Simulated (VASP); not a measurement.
A run of VASP 6.6.1:

Contents of INCAR:

```
ALGO     = Fast           # electronic algorithm
EDIFF    = 1E-6           # SCF threshold, eV
ENCUT    = 520            # plane-wave cutoff, eV
GGA      = PE             # functional
ISIF     = 2              # what is computed and relaxed
ISMEAR   = 0              # smearing method
LASPH    = True           # aspherical terms in the spheres
LCHARG   = True           # write CHGCAR
LELF     = True           # ELF
LREAL    = False          # projectors in reciprocal space
LVHAR    = True         
LWAVE    = False          # write WAVECAR
NBANDS   = 18             # bands
NELM     = 100            # most SCF steps
PREC     = Accurate       # precision mode
SIGMA    = 0.1            # smearing width, eV
```

The input KPOINTS:

```
k-points
0
Gamma
  12 12 8
```

POSCAR

```
Te2Pt
1.0
    4.0887143181      0.0000000000      0.0000000000
   -2.0443571591      3.5409304683      0.0000000000
    0.0000000000      0.0000000000      5.3884194917
Te Pt
2 1
Direct
    0.6666666667      0.3333333333      0.7470713241
    0.3333333333      0.6666666667      0.2529286759
    0.0000000000      0.0000000000      0.0000000000
```

Potentials or basis: VASP PAW PBE potentials, release 64 (Te, Pt).

Run with:

```sh
$ cat potpaw_PBE.64/Te/POTCAR potpaw_PBE.64/Pt/POTCAR > POTCAR
$ mpirun -np 1 vasp_std > vasp.out
```

Hardware: 1 thread of Intel(R) Xeon(R) 6975P-C (Granite Rapids), on a shared host.

**Question.** How long does it take, and how much memory?

**Answer.** Run time: 66 s on 1 thread of Intel(R) Xeon(R) 6975P-C (Granite Rapids), on a shared host, peak memory 0.32 GiB. Counts: scf iterations 14, k points 131.
